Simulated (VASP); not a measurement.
The system is PbO2.

```xyz
6
Lattice="4.9950 0.0000 0.0000 0.0000 4.9950 0.0000 0.0000 0.0000 3.4090" Properties=species:S:1:pos:R:3 pbc="T T T"
Pb    2.4975    2.4975    1.7045
Pb    0.0000    0.0000    0.0000
O     3.4594    3.4594    0.0000
O     4.0331    0.9619    1.7045
O     0.9619    4.0331    1.7045
O     1.5356    1.5356    0.0000
```

The cell is a database's computed one.

Base run:

```yaml
Program: VASP 6.6.1
Functional: PBE
Potentials_or_basis: VASP PAW PBE potentials, release 64 (Pb_d, O)
Cutoff: 520 eV
k_mesh: 6 × 6 × 8
Occupations: fermi-dirac, width 0.05 eV
Spin: no spin polarisation
```

Its results: pressure 6.0 GPa; largest force 0.050 eV/Å.

Problem. The run is repeated on the same cell with these changes: functional from PBE to RPBE; further incar settings from ALGO = Normal; EDIFF = 1e-07; NBANDS = 35 to ALGO = Normal; EDIFF = 1e-06; NBANDS = 35. What comes out?

Solution. Pressure 9.6 GPa; largest force 0.074 eV/Å.

Caveats: the PAW data sets were made with another functional, which shifts forces and pressure a little (some runs).

Not every run made on this cell is shown here.
